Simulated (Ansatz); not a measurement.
The structure is an experimental refinement, used without relaxation. The listed cell was then made from it by scaling, straining or moving an atom.

An input for Sb: DFT, PBE, all-electron PAW with datasets made for the crystal, scalar-relativistic (Ansatz 0.2.0).

Command: `ansatz run input.yaml --threads 1 --pin off --max-ram 3072MiB --backend cpu --events-out ev --progress --plain --runs-dir out` The run took 6.5 s on 1 thread of Intel(R) Xeon(R) Platinum 8488C (Sapphire Rapids), with other jobs on the host, peak memory 0.42 GiB.

```yaml
crystal:
  lattice:
    - [2.1577452361, 1.2457747929, 3.7564386296]
    - [-2.1577452361, 1.2457747929, 3.7564386296]
    - [0.0, -2.4915495857, 3.7564386296]
  atoms:
    - { symbol: Sb, position: [0.23364, 0.23364, 0.23364] }
    - { symbol: Sb, position: [0.76636, 0.76636, 0.76636] }
kpoints:
  mp_grid: { grid: [9, 9, 9] }
scf:
  occupations: { method: fermi_dirac, width: 0.05 }
hamiltonian:
  xc: pbe
  pseudopotentials: { kind: all_electron, datasets: crystal }
output:
  forces: true
  stress: true
  eigenvalues: true
  efg: { contact_densities: true }
```

Set-up and iterations as logged by Ansatz (the results part is left out, to be predicted):

```
hamiltonian.pseudopotentials.datasets: crystal makes datasets for this crystal and solves the spheres of its atoms anew in each pass: cutoff 140.0 eV, the density's 700.0 eV; for an error of 0.50 meV an atom under PBE, 1.0 meV for the cell; an energy difference from a run of another recipe may be off by several times the error for the cell, under r2SCAN by more, where some 0.1 meV an atom stays at smaller errors; Sb in spheres of 1.376 Å, 5 of its electrons in bands, 10 on its site; only band paths and densities of states list, in semicore columns, the levels of the semicore shells that are solved separately: 4d of Sb
Engine: ansatz 0.2.0
Pseudopotentials: kind: all_electron
Pseudopotential: Sb, paw, valence charge 15, recommended cutoff 140 eV (normal), Koelling and Harmon's equation, gaussian nucleus
Functional definition: PBE
  parameter kappa = 0.804
  parameter beta = 0.06672455060314922
  exchange = pbe_x(kappa = kappa, mu = beta*pi^2/3)
  correlation = pbe_c(beta = beta)
Crystal: 2 atoms, lattice volume = 60.585 Å³
Basis set: ecut = 140 eV, 235 PW (Γ), exchange–correlation on 40×40×40 points (8 copies of the dense FFT grid, shifted against one another)
Bands: 9, of which v1, the nominal top of the filled ones, is band 5 counted from 1 (4 counted from 0)
Symmetry: 12 space group operations
Space group: R-3m (ITA 166), of the structure as read, at distance tolerance 3.9e-5 Å
k-points: 85 of 729
Non-local potential: Sb, projectors of the file, l = 0: 1, l = 1: 1
PAW form: soft (Blöchl's): semilocal exchange-correlation on the pseudo side does not see the compensation charge
PAW one-centre angular grid: Sb, 110 points (default); XC on its mesh's 1863 points in the sphere
Initial density: superposition of atomic densities (neutral atoms: chi_scale 0, normalization atom)
Initial wavefunctions: pseudopotential atomic-orbital guess
Functional: x = pbe(κ = 0.804, μ = 0.2195149727645171), c = pbe(β = 0.06672455060314922)
iter 1 solved again at ethr=1.71e-3 eV; its pass at ethr=1.00e-1 eV (dr2=1.71e-1 eV) is discarded
SCF iter   1: F=—  HF=-352736.368908 eV  |F-HF|=—  |Δ(HF+E_count)|=         —  Δρ=1.50e-2  dr2=1.08e-1  ethr=1.71e-3  ⟨swp⟩=5.5  Hψ=5843  notcnv=0
SCF iter   2: F=—  HF=-352736.369388 eV  |F-HF|=—  |Δ(HF+E_count)|=   4.80e-4  Δρ=9.25e-3  dr2=4.25e-2  ethr=1.08e-3  ⟨swp⟩=3.3  Hψ=1701  notcnv=0  defer=23
iter 3 solved again at ethr=1.72e-5 eV; its pass at ethr=4.25e-4 eV (dr2=1.72e-3 eV) is discarded
SCF iter   3: F=—  HF=-352736.368587 eV  |F-HF|=—  |Δ(HF+E_count)|=   8.02e-4  Δρ=1.61e-3  dr2=1.69e-3  ethr=1.72e-5  ⟨swp⟩=2.2  Hψ=3707  notcnv=0  defer=7
SCF iter   4: F=—  HF=-352736.368880 eV  |F-HF|=—  |Δ(HF+E_count)|=   2.94e-4  Δρ=7.64e-4  dr2=4.24e-4  ethr=1.69e-5  ⟨swp⟩=2.0  Hψ=1237  notcnv=0  defer=1
SCF iter   5: F=—  HF=-352736.369121 eV  |F-HF|=—  |Δ(HF+E_count)|=   2.41e-4  Δρ=1.17e-4  dr2=1.22e-5  ethr=4.24e-6  ⟨swp⟩=2.5  Hψ=1314  notcnv=0  defer=1
SCF iter   6: F=—  HF=-352736.369139 eV  |F-HF|=—  |Δ(HF+E_count)|=   1.80e-5  Δρ=4.23e-5  dr2=1.06e-6  ethr=1.22e-7  ⟨swp⟩=3.0  Hψ=1519  notcnv=0  defer=1
SCF iter   7: F=—  HF=-352736.369139 eV  |F-HF|=—  |Δ(HF+E_count)|=   7.00e-8  Δρ=1.37e-5  dr2=8.60e-8  ethr=1.06e-8  ⟨swp⟩=3.0  Hψ=1585  notcnv=0
SCF iter   8: F=-352736.369139 eV  HF=-352736.369139 eV  |F-HF|=4.83e-9  |Δ(HF+E_count)|=   7.26e-8  Δρ=2.98e-6  dr2=7.66e-9  ethr=8.60e-10  ⟨swp⟩=2.2  Hψ=1227  notcnv=0
```

Q: What pressure will this run report?

A: 2.51 GPa (positive in compression).

Q: How large will the largest force be?

A: 0.147 eV/Å.
